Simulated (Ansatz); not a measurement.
# InP: relaxation of cell and atoms with revPBE+D3(BJ)

Crystal: InP.

```
In P
1.0
     0.00000    2.76883    2.76883
     2.76883    0.00000    2.76883
     2.76883    2.76883    0.00000
In P
1 1
Direct
  0.00000 0.00000 0.00000
  0.50000 0.50000 0.50000
```

Measurements of this composition are mostly on another form, of space group No. 216.

```json
{
 "Program": "Ansatz 0.2.0",
 "Task": "relaxation of cell and atoms",
 "Functional": "revPBE",
 "Dispersion": "D3(BJ)",
 "Potentials or basis": "Ansatz PAW",
 "Cutoff": "420 eV (not typed: the program's choice for these potentials)",
 "k mesh": "8 × 8 × 8",
 "Occupations": "fermi-dirac, width 0.05 eV",
 "Spin": "no spin polarisation"
}
```

- Relaxed volume: 20.04 Å³/atom
- Relaxed cell: a = 3.841 Å, b = 3.841 Å, c = 3.841 Å, α = 60.00°, β = 60.00°, γ = 60.00°
- Space group after relaxing (to 0.05 Å): Fm-3m (No. 225)
- Energy gained by relaxing: 17.2 meV/atom
- Ionic steps: 5
- Pressure after relaxing: 0.0 GPa
- Band gap on the k mesh: none (metal or under the smearing width)

The path:
```tsv
step	energy change (eV)	largest force (eV/Å)	volume (Å³)
1	0.0000	0.0000	42.45
2	-0.0164	0.0000	38.43
3	-0.0350	0.0000	40.25
4	-0.0352	0.0000	40.07
5	-0.0345	0.0000	40.07
```

Final structure:
```
In P
1.0
     0.00000    2.71603    2.71603
     2.71603    0.00000    2.71603
     2.71603    2.71603    0.00000
In P
1 1
Direct
  0.00000 0.00000 0.00000
  0.50000 0.50000 0.50000
```

Levels at points of the mesh, in eV from the Fermi level:
```csv
k point,band 6,band 7,band 8,band 9,band 10,band 11,band 12,band 13
"(0.00, 0.00, 0.00)",-12.57,-0.45,-0.45,-0.45,0.95,6.95,6.95,6.95
"(0.00, 0.00, -0.50)",-10.30,-7.07,0.03,0.03,2.43,3.28,3.28,5.57
"(0.00, -0.50, -0.50)",-9.02,-5.44,-2.65,-2.65,-2.53,3.59,10.30,10.30
```

Run time: 3 s on 2 threads of Arm Neoverse V2, with other jobs on the host, peak memory 0.31 GiB.

Caveat: the plane-wave basis is chosen anew once the cell has moved, so the energies of steps on either side of that aren't comparable; pairwise dispersion overbinds metals, which lowers pressure and volume; the PAW data sets come from PBE, with cores solved anew for the run's functional, which leaves a small shift of forces and pressure.
